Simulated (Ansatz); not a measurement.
KF: changing the dispersion correction

The cell as given:

```yaml
crystal:
  lattice:
    - [0.00000, 2.67185, 2.67185]
    - [2.67185, 0.00000, 2.67185]
    - [2.67185, 2.67185, 0.00000]
  atoms:
    - { symbol: K, position: [0.00000, 0.00000, 0.00000] }
    - { symbol: F, position: [0.50000, 0.50000, 0.50000] }
```

Kept alike: task relaxation of cell and atoms; functional PBEsol; k mesh 9 × 9 × 9; occupations fermi-dirac, width 0.05 eV; no spin polarisation. Program: Ansatz, Ansatz PAW, cutoff 420 eV. The mesh is that of the run's cell of 2 atoms. No spin-orbit coupling.

```csv
dispersion correction,volume (Å³/atom)
D3(BJ),17.880
D3(BJ)-ATM,17.965
D4,18.469
none,18.698
```

The relaxations keep at least the cell's symmetry (Fm-3m). Relaxations stop with a little pressure left, so the last digits of a volume or edge aren't settled. Ansatz's relaxations hold a Pulay term in the stress (up to 0.4 GPa here). All rows use potentials made for PBE.

The volume runs from 17.880 (D3(BJ)) to 18.698 Å³/atom (none). Against no correction: D3(BJ) -4.4 %; D3(BJ)-ATM -3.9 %; D4 -1.2 %. Dispersion terms mostly attract and so lower the volume; the schemes' coefficients and damping set how far.
